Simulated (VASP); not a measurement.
# Se in VASP: notebook, part 3 of 3

VASP 6.6.1. The steps go on from the part before.

### Step 5. Relaxation of cell and atoms, LDA, target pressure 250 GPa, at which the enthalpy is minimised

This run uses another cell than the first one, of 9.84 Å³/atom, 0.617 times its volume.

INCAR

```
PREC = Accurate ; ENCUT = 520
EDIFF = 1E-7 ; ISMEAR = 0
SIGMA = 0.1 ; LREAL = F
LASPH = T ; NELM = 60
ALGO = Normal ; ISIF = 3
LWAVE = F ; LCHARG = F
GGA = CA ; IBRION = 2
NSW = 80 ; EDIFFG = -0.002
PSTRESS = 2500
```

KPOINTS

```
Automatic mesh
0
Gamma
  21 21 21
```

POSCAR

```
Se                                      
1.0
    1.9090064314      1.1021692847      0.7793164593
   -1.9090064314      1.1021692847      0.7793164593
   -0.0000000000     -2.2043385796      0.7793164735
  Se            
     1
Direct
     0.0000000000000000    0.0000000000000000    0.0000000000000000
```

Potentials or basis: VASP PAW LDA potentials, release 64 (Se).

Launch:

```bash
cat potpaw_LDA.64/Se/POTCAR > POTCAR
mpirun -np 1 vasp_std > vasp.out
```

OUTCAR:

```text
PREC = Accurate
   ENCUT = 520
   EDIFF = 1E-7
   ISMEAR = 0
   LREAL = F
   LASPH = T
   NELM = 60
   ISIF = 3
   GGA = CA
   IBRION = 2
   NSW = 80
   EDIFFG = -0.002
   PSTRESS = 2500

 ion  position               nearest neighbor table
   1  0.000  0.000  0.000-

  LATTYP: Found a trigonal (rhomboedric) cell.
 ALAT       =     2.3380369610
 COS(alpha) =    -0.3333434562

  Lattice vectors:

 A1 = (   1.9090064314,   1.1021692847,   0.7793164593)
 A2 = (  -1.9090064314,   1.1021692847,   0.7793164593)
 A3 = (   0.0000000000,  -2.2043385796,   0.7793164735)

Analysis of symmetry for initial positions (statically):
=====================================================================
 Subroutine PRICEL returns:
 Original cell was already a primitive cell.

 Routine SETGRP: Setting up the symmetry group for a
 trigonal (rhombohedral) supercell.

 Subroutine GETGRP returns: Found 12 space group operations
 (whereof 12 operations were pure point group operations)
 out of a pool of 12 trial point group operations.

The static configuration has the point symmetry D_3d.

Analysis of symmetry for dynamics (positions and initial velocities):
=====================================================================
 Subroutine PRICEL returns:
 Original cell was already a primitive cell.

 Routine SETGRP: Setting up the symmetry group for a
 trigonal (rhombohedral) supercell.

 Subroutine GETGRP returns: Found 12 space group operations
 (whereof 12 operations were pure point group operations)
 out of a pool of 12 trial point group operations.

The dynamic configuration has the point symmetry D_3d.

 Subroutine INISYM returns: Found 12 space group operations
 (whereof 12 operations are pure point group operations),
 and found     1 'primitive' translations

----------------------------------------------------------------------------------------
[... 114 lines left out ...]
  Thomas-Fermi vector in A             =   2.512444
   LORBIT       =      0    0 simple, 1 ext, 2 COOP (PROOUT), +10 PAW based schemes
   GGA     = CA    functional components
   LHFCALC =     F    Hartree Fock is set to
   AEXX    =    0.0000 exact exchange contribution
   IVDW    =     0    specifies the selected vdW correction
   LEPSILON=     F    determine dielectric tensor
   LRPA    =     F    only Hartree local field effects (RPA)
 conjugate gradient relaxation of ions
 non-spin polarized calculation
 Gauss-broadening in eV      SIGMA  =   0.10
  energy-cutoff  :      520.00
  volume of cell :        9.84
 maximum number of plane-waves:       276
 NGX is ok and might be reduce to    18

 number of electron       5.9999996 magnetization

 Free energy of the ion-electron system (eV)
  ---------------------------------------------------
  ext. energy  EPLUGINS =         0.00000000
  ---------------------------------------------------
  free energy    TOTEN  =         0.26108971 eV

  energy without entropy =        0.26221325  energy(sigma->0) =        0.26165148

 E-fermi :  18.3623     XC(G=0): -14.2296

 val. band max:       18.3565362747   @ k =   0.4762   0.4762   0.4762
 cond. band min:      18.3933115923   @ k =  -0.3333  -0.3333   0.2381
 fundamental gap:      0.0367753176
 Fermi energy:        18.3622596033

 k-point     1 :       0.0000    0.0000    0.0000
  band No.  band energies     occupation
      1      -7.8229      2.00000
      2      27.2024      0.00000
      3      27.2025      0.00000
      4      27.2039      0.00000
      5      32.8726      0.00000
      6      32.8734      0.00000
      7      32.8735      0.00000
[... 221 lines left out ...]
 k-point    24 :      -0.3810    0.0476    0.0000
  band No.  band energies     occupation
      1      -2.4699      2.00000
      2       9.3882      2.00000
      3      19.3084      0.00000
      4      22.4814      0.00000
      5      26.9508      0.00000
      6      28.3125      0.00000
      7      37.2199      0.00000

 [... further k-points ...]

------------------------ aborting loop because EDIFF is reached ----------------------------------------

  FORCE on cell =-STRESS in cart. coord.  units (eV):
  Direction    XX          YY          ZZ          XY          YZ          ZX
  --------------------------------------------------------------------------------------
  -------------------------------------------------------------------------------------
  Total       15.3506383     15.3507473     15.3519922      0.0000000     -0.0000001     -0.0000000
  in kB     2499.8630866   2499.8808282   2500.0835689      0.0000000     -0.0000216     -0.0000000
  external PRESSURE =      -0.0575054 kB  Pullay stress =    2500.0000000 kB

 VOLUME and BASIS-vectors are now :
 -----------------------------------------------------------------------------
  energy-cutoff  :      520.00
  volume of cell :        9.84
      direct lattice vectors                 reciprocal lattice vectors
     1.909006431  1.102169285  0.779316459     0.261916352  0.151216941  0.427725256
    -1.909006431  1.102169285  0.779316459    -0.261916352  0.151216941  0.427725256
     0.000000000 -2.204338580  0.779316473     0.000000000 -0.302433877  0.427725254

 POSITION                                       TOTAL-FORCE (eV/Angst)
 -----------------------------------------------------------------------------------
      0.00000      0.00000      0.00000         0.000000      0.000000     -0.000000
 -----------------------------------------------------------------------------------
    total drift:                               -0.000000      0.000000      0.000000

  FREE ENERGIE OF THE ION-ELECTRON SYSTEM (eV)
  ---------------------------------------------------
  free  energy   TOTEN  =         0.2610897134 eV

  energy  without entropy=        0.2622132494  energy(sigma->0) =        0.26165148

  enthalpy is  TOTEN    =        15.6125687821 eV   P V=       15.3514790688

 reached required accuracy - stopping structural energy minimisation
```

OSZICAR:

```text
N       E                     dE             d eps       ncg     rms          rms(c)
DAV:   1     0.111977635054E+02    0.11198E+02   -0.35430E+03 13230   0.789E+02
DAV:   2     0.246062674559E+00   -0.10952E+02   -0.10438E+02 17899   0.854E+01
DAV:   3     0.173582233137E+00   -0.72480E-01   -0.72412E-01 14525   0.785E+00
DAV:   4     0.173560495502E+00   -0.21738E-04   -0.21738E-04 19516   0.141E-01
DAV:   5     0.173560491998E+00   -0.35038E-08   -0.29362E-08 14805   0.854E-04    0.144E+01
DAV:   6     0.231514426728E+00    0.57954E-01   -0.74886E-03 15463   0.749E-01    0.869E+00
DAV:   7     0.260898732812E+00    0.29384E-01   -0.12999E-02 15617   0.103E+00    0.112E-01
DAV:   8     0.261088020339E+00    0.18929E-03   -0.30456E-04 14623   0.144E-01    0.130E-02
DAV:   9     0.261089784524E+00    0.17642E-05   -0.99856E-06 18606   0.255E-02    0.777E-03
DAV:  10     0.261089713386E+00   -0.71138E-07   -0.68878E-08 14231   0.263E-03
   1 F= 0.15612569E+02 E0= 0.15613131E+02  d E =0.156126E+02
```

Wall time 38 s (1 thread of Intel Xeon Platinum 8259CL at 2.50GHz (Skylake/Cascade Lake), shared host); peak memory 0.17 GiB.

Results:

| Property | Result |
| --- | --- |
| Free energy | 0.2611 eV |
| Pressure after relaxing | 250.0 GPa |
| Band gap on the k mesh | none (metal or under the smearing width) |

Final structure:
```cif
data_structure
_symmetry_space_group_name_H-M 'P 1'
_symmetry_Int_Tables_number 1
_cell_length_a 2.3380
_cell_length_b 2.3380
_cell_length_c 2.3380
_cell_angle_alpha 109.472
_cell_angle_beta 109.472
_cell_angle_gamma 109.472
_cell_volume 9.84
loop_
_atom_site_label
_atom_site_type_symbol
_atom_site_fract_x
_atom_site_fract_y
_atom_site_fract_z
_atom_site_occupancy
Se1 Se 0.00000 0.00000 0.00000 1
```

Caveat: the relaxation stopped at its first step, so nothing moved; the cell is relaxed towards a set pressure, so the enthalpy falls and the energy may rise.
